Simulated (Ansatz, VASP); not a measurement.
Ru in VASP and in Ansatz

```xyz
1
Lattice="0.1334 1.9479 1.9479 1.9479 0.1334 1.9479 1.9479 1.9479 0.1334" Properties=species:S:1:pos:R:3 pbc="T T T"
Ru    0.0000    0.0000    0.0000
```

Change from the starting cell: equal engineering shear yz, xz and xy +0.0700, equal normal strain along x, y and z -0.0125.

Alike in both runs: task single point; functional PBE; k mesh 20 × 20 × 20; occupations gaussian, width 0.15 eV; no spin polarisation.

```csv
,VASP,Ansatz
version,VASP 6.6.1,Ansatz 0.2.0
potentials or method,"VASP PAW PBE potentials, release 64 (Ru_pv)","scalar-relativistic, plane waves, PAW"
plane-wave cutoff (eV),520,420
valence electrons in the cell,14,16
```

```tsv
	VASP	Ansatz	Ansatz less VASP
gap on the k mesh at the Fermi level (eV)	none	none	-
pressure (GPa)	19.1	19.2	+0.11
largest component of the traceless stress (GPa)	18.85	18.84	-0.007
```

A gap of «none» marks a metal or a gap that the smearing closes. The two sets of potentials don't hold the same shells in valence.

Caveats: so large a pressure means that the cell lies far from this level's equilibrium, or that cutoff or potentials fall short (VASP).
